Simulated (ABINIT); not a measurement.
The system is Au.

```
Au
1.0
     1.37518   -2.58428    0.00000
     1.37518    2.58428    0.00000
     0.00000    0.00000    4.67044
Au
2
Direct
  0.34294 0.65706 0.25000
  0.65706 0.34294 0.75000
```

This isn't the form of Au at room conditions, which is fcc.

The cell isn't the ideal one: cell relaxed.

Base run:

- Program: ABINIT 10.8.3 (patched build)
- Functional: LDA
- Potentials or basis: PseudoDojo NC SR LDA v0.4 stringent
- Cutoff: 871 eV
- k mesh: 8 × 8 × 4
- Occupations: fermi-dirac, width 0.05 eV
- Spin: no spin polarisation

Its results: band gap on the k mesh none (metal or under the smearing width); pressure -1.7 GPa.

**Question.** The run is repeated on the same cell with these changes: k mesh from 8 × 8 × 4 to 18 × 18 × 10; occupations from fermi-dirac, width 0.05 eV to fermi-dirac, width 0.2 eV. What comes out?

**Answer.** Band gap on the k mesh none (metal or under the smearing width); pressure 0.2 GPa.
